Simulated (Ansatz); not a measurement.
AlN: a run of Ansatz with trial settings.

```yaml
crystal:
  lattice:
    - [0.0, 2.034518, 2.034518]
    - [2.034518, 0.0, 2.034518]
    - [2.034518, 2.034518, 0.0]
  atoms:
    - { symbol: Al, position: [0.5, 0.5, 0.5] }
    - { symbol: "N", position: [0.0, 0.0, 0.0] }
basis:
  ecutwfc: 370
kpoints:
  mp_grid: { grid: [6, 6, 6] }
hamiltonian:
  xc: pbe
scf:
  occupations: { method: fixed }
output:
  forces: true
  stress: true
  eigenvalues: true
```

Command:

```bash
ansatz run input.yaml --threads 1 --pin off --max-ram 1331MiB --backend cpu --events-out ev --progress --plain --runs-dir out
```

From the log (HF is the Harris–Foulkes energy, dr2 the density residual in eV):

```text
Warning: basis.ecutwfc = 370 eV is below the records' recommended 420 eV, and the density's cutoff is lower with it unless basis.ecutrho_ratio is high enough to keep the records' density cutoff: compare with a run at a higher cutoff
Pseudopotential: Al, paw, valence charge 3, recommended cutoff 420 eV (normal)
Pseudopotential: N, paw, valence charge 5, recommended cutoff 420 eV (normal)
Crystal: 2 atoms, lattice volume = 16.843 Å³
Basis set: ecut = 370 eV, 283 PW (Γ), exchange–correlation on 40×40×40 points (8 copies of the dense FFT grid, shifted against one another)
Bands: 8, of which v1, the nominal top of the filled ones, is band 4 counted from 1 (3 counted from 0)
Symmetry: 48 space group operations
Space group: Fm-3m (ITA 225), of the structure as read, at distance tolerance 2.6e-5 Å
k-points: 16 of 216
Initial density: superposition of atomic densities, corrected by the library's trained network
SCF iter   1: HF=-923.878868 eV  Δρ=1.97e-3  dr2=9.41e-5
SCF iter   2: HF=-923.879221 eV  Δρ=1.01e-3  dr2=2.87e-5
SCF iter   3: HF=-923.879385 eV  Δρ=2.85e-4  dr2=1.13e-5
SCF iter   4: HF=-923.879383 eV  Δρ=5.33e-5  dr2=2.16e-7
SCF iter   5: F=-923.879383 eV  HF=-923.879383 eV  Δρ=8.61e-6  dr2=1.22e-8
SCF iter   6: F=-923.879383 eV  HF=-923.879383 eV  Δρ=1.99e-6  dr2=6.57e-10
SCF 1 converged in 6 iterations: F = -923.879383 eV  dr2 = 6.57e-10
SCF converged after 6 iterations
Free energy (F): -923.879383 eV
E sigma→0 (E₀):  -923.879383 eV
Fermi energy:    10.963127 eV
--- Forces (eV/Å), atoms counted from 1 ---
  atom   1  Al     0.00000000    -0.00000000     0.00000000
  atom   2  N     -0.00000000     0.00000000     0.00000000
--- Stress (GPa, compression-positive) ---
        0.467904       0.000000      -0.000000
        0.000000       0.467904       0.000000
       -0.000000      -0.000000       0.467904
  P = ⅓ Tr σ = 0.4679 GPa (4.679 kbar)
```

The inputs are trials, many of them unsound on purpose. Their numbers show the effect of the settings and aren't properties of the material.